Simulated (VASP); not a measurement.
# Be (P6_3/mmc) in VASP: a series of runs, part 2 of 2

VASP 6.6.1. The steps go on from the part before.

## 4. Single point, LDA

Input file INCAR:

```
  ADDGRID = F
  ALGO = Normal
  EDIFF = 0.001
  ENCUT = 460
  GGA = CA
  ISIF = 2
  ISMEAR = 1
  LASPH = T
  LCHARG = F
  LREAL = F
  LWAVE = F
  NELM = 100
  PREC = Accurate
  SIGMA = 0.2
```

Input file KPOINTS:

```
k-points
0
Gamma
  6 6 4
```

Input file POSCAR:

```
Be
1.0
    2.2853000000      0.0000000000      0.0000000000
   -1.1426500000      1.9791278553      0.0000000000
    0.0000000000      0.0000000000      3.5842000000
Be
2
Direct
    0.6666666667      0.3333333333      0.7500000000
    0.3333333333      0.6666666667      0.2500000000
```

Potentials or basis: VASP PAW LDA potentials, release 64 (Be).

On the command line:

```sh
cat potpaw_LDA.64/Be/POTCAR > POTCAR
mpirun -np 1 vasp_std > vasp.out
```

OUTCAR:

```text
EDIFF = 0.001
   ENCUT = 460
   GGA = CA
   ISIF = 2
   ISMEAR = 1
   LASPH = T
   LREAL = F
   NELM = 100
   PREC = Accurate

 Found     21 irreducible k-points:

 Following reciprocal coordinates:
            Coordinates               Weight
  0.000000  0.000000  0.000000      1.000000
  0.166667  0.000000  0.000000      6.000000
  0.333333  0.000000  0.000000      6.000000
  0.500000  0.000000  0.000000      3.000000
  0.166667  0.166667  0.000000      6.000000
  0.333333  0.166667  0.000000     12.000000
   k-points           NKPTS =     21   k-points in BZ     NKDIM =     21   number of bands    NBANDS=      6
   number of dos      NEDOS =    301   number of ions     NIONS =      2
   total plane-waves  NPLWV =   7168
   dimension x,y,z NGX =    16 NGY =   16 NGZ =   28
   dimension x,y,z NGXF=    32 NGYF=   32 NGZF=   56
   ions per type =               2
   NGX,Y,Z   is equivalent  to a cutoff of  11.64, 11.64, 12.99 a.u.
   NGXF,Y,Z  is equivalent  to a cutoff of  23.28, 23.28, 25.97 a.u.
 SYSTEM =  unknown system
   PREC   = accura    normal or accurate (medium, high low for compatibility)
   ISTART =      0    job   : 0-new  1-cont  2-samecut
   ICHARG =      2    charge: 1-file 2-atom 10-const
   ISPIN  =      1    spin polarized calculation?
   LNONCOLLINEAR =      F non collinear calculations
   LSORBIT =      F    spin-orbit coupling
   LASPH  =      T    aspherical Exc in radial PAW
   ENCUT  =  460.0 eV  33.81 Ry    5.81 a.u.   4.00  4.00  6.27*2*pi/ulx,y,z
   NELM   =    100;   NELMIN=  2; NELMDL= -5     # of ELM steps
   EDIFF  = 0.1E-02   stopping-criterion for ELM
   LREAL  =      F    real-space projection
   EDIFFG = 0.1E-01   stopping-criterion for IOM
   NSW    =      0    number of steps for IOM
   IBRION =     -1    ionic relax: 0-MD 1-quasi-New 2-CG
[... 26 lines left out ...]
 non-spin polarized calculation
 Methfessel and Paxton  Order N= 1 SIGMA  =   0.20
  energy-cutoff  :      460.00
  volume of cell :       16.21
 maximum number of plane-waves:       373
 NGX is ok and might be reduce to    16
   NGX =  7   NGY =  7   NGZ = 13

 number of electron       4.0000000 magnetization

 Free energy of the ion-electron system (eV)
  ---------------------------------------------------
  ext. energy  EPLUGINS =         0.00000000
  ---------------------------------------------------
  free energy    TOTEN  =        -8.33338896 eV

  energy without entropy =       -8.33542267  energy(sigma->0) =       -8.33406686

 E-fermi :   5.9230     XC(G=0): -10.5389

 val. band max:        5.7578922451   @ k =   0.3333   0.1667   0.0000
 cond. band min:       6.2938914753   @ k =   0.3333   0.0000   0.0000
 fundamental gap:      0.5359992302
 Fermi energy:         5.9230491746

 k-point     1 :       0.0000    0.0000    0.0000
  band No.  band energies     occupation
      1      -4.4939      2.00000
      2       2.2596      2.00000
      3       7.7852     -0.00000
      4      21.9231      0.00000
      5      21.9231      0.00000
      6      24.7259      0.00000

 k-point     2 :       0.1667    0.0000    0.0000
  band No.  band energies     occupation
      1      -3.7166      2.00000
      2       3.2803      2.00000
      3       7.9521     -0.00000
      4      17.4654      0.00000
      5      19.2094      0.00000
      6      24.3931      0.00000

 k-point     3 :       0.3333    0.0000    0.0000
  band No.  band energies     occupation
      1      -1.3911      2.00000
      2       6.2939     -0.02487
      3       7.0431     -0.00000
      4      12.7972      0.00000
      5      16.5469      0.00000
      6      18.4944      0.00000

 k-point     4 :       0.5000    0.0000    0.0000
  band No.  band energies     occupation
      1       1.6725      2.00000
      2       3.5055      2.00000
      3      10.0970      0.00000
      4      13.0032      0.00000
      5      13.2071      0.00000
      6      15.6062      0.00000

 k-point     5 :       0.1667    0.1667    0.0000
  band No.  band energies     occupation
      1      -2.1554      2.00000
      2       5.3024      2.00010
      3       8.0778     -0.00000
      4      13.2513      0.00000
      5      15.5408      0.00000
      6      21.3654      0.00000

 k-point     6 :       0.3333    0.1667    0.0000
  band No.  band energies     occupation
      1       0.9301      2.00000
      2       5.7579      1.99271
      3       9.1716     -0.00000
      4      10.3674      0.00000
      5      13.5257      0.00000
      6      15.5426      0.00000

 [... further k-points ...]
[... 5 lines left out ...]
  --------------------------------------------------------------------------------------
  -------------------------------------------------------------------------------------
  Total       -0.3704376     -0.3704376     -1.5456558      0.0000000     -0.0000000      0.0000000
  in kB      -36.6113986    -36.6113986   -152.7615561      0.0000000     -0.0000000      0.0000000
  external PRESSURE =     -75.3281177 kB  Pullay stress =       0.0000000 kB

 VOLUME and BASIS-vectors are now :
 -----------------------------------------------------------------------------
  energy-cutoff  :      460.00
  volume of cell :       16.21
      direct lattice vectors                 reciprocal lattice vectors
     2.285300000  0.000000000  0.000000000     0.437579311  0.252636533  0.000000000
    -1.142650000  1.979127855  0.000000000     0.000000000  0.505273066  0.000000000
     0.000000000  0.000000000  3.584200000     0.000000000  0.000000000  0.279002288

 POSITION                                       TOTAL-FORCE (eV/Angst)
 -----------------------------------------------------------------------------------
      1.14265      0.65971      2.68815        -0.000000      0.000000      0.000000
     -0.00000      1.31942      0.89605         0.000000     -0.000000      0.000000
 -----------------------------------------------------------------------------------
    total drift:                                0.000000     -0.000000      0.000000

  FREE ENERGIE OF THE ION-ELECTRON SYSTEM (eV)
  ---------------------------------------------------
  free  energy   TOTEN  =        -8.3333889556 eV

  energy  without entropy=       -8.3354226738  energy(sigma->0) =       -8.33406686
```

OSZICAR:

```text
N       E                     dE             d eps       ncg     rms          rms(c)
DAV:   1    -0.546487648736E+01   -0.54649E+01   -0.15649E+03   258   0.491E+02
DAV:   2    -0.836893882132E+01   -0.29041E+01   -0.28120E+01   396   0.391E+01
DAV:   3    -0.837924674128E+01   -0.10308E-01   -0.10309E-01   300   0.269E+00
DAV:   4    -0.837924911587E+01   -0.23746E-05   -0.23742E-05   342   0.454E-02
DAV:   5    -0.837924913310E+01   -0.17233E-07   -0.17800E-07   210   0.178E-03    0.121E+00
DAV:   6    -0.834813604064E+01    0.31113E-01   -0.21969E-03   270   0.417E-01    0.734E-01
DAV:   7    -0.833339901495E+01    0.14737E-01   -0.38988E-03   282   0.538E-01    0.172E-02
DAV:   8    -0.833338895558E+01    0.10059E-04   -0.10232E-05   126   0.362E-02
   1 F= -.83333890E+01 E0= -.83340669E+01  d E =0.203372E-02
```

Run time: 0.8 s. Hardware: 1 thread of AMD EPYC 9R45 (Zen 5), shared host; peak memory 0.07 GiB.

The run converged, but some of its settings lie outside the range that counts as converged, so its numbers aren't taken as properties of the crystal.

What came out:

| Item | Value |
| --- | --- |
| Free energy | -8.3334 eV |
| Pressure | -7.5 GPa |
| Band gap on the k mesh | none (metal or under the smearing width) |

Caveat: the k mesh is coarse (spacing up to 0.53 Å⁻¹), so the values aren't converged.

## 5. The reference run

An earlier run on the cell as given: functional PBE; potentials or basis VASP PAW PBE potentials, release 64 (Be); cutoff 520 eV; k mesh 13 × 13 × 8; occupations fermi-dirac, width 0.05 eV; no spin polarisation.

- Pressure: -2.7 GPa
- Band gap on the k mesh: none (metal or under the smearing width)
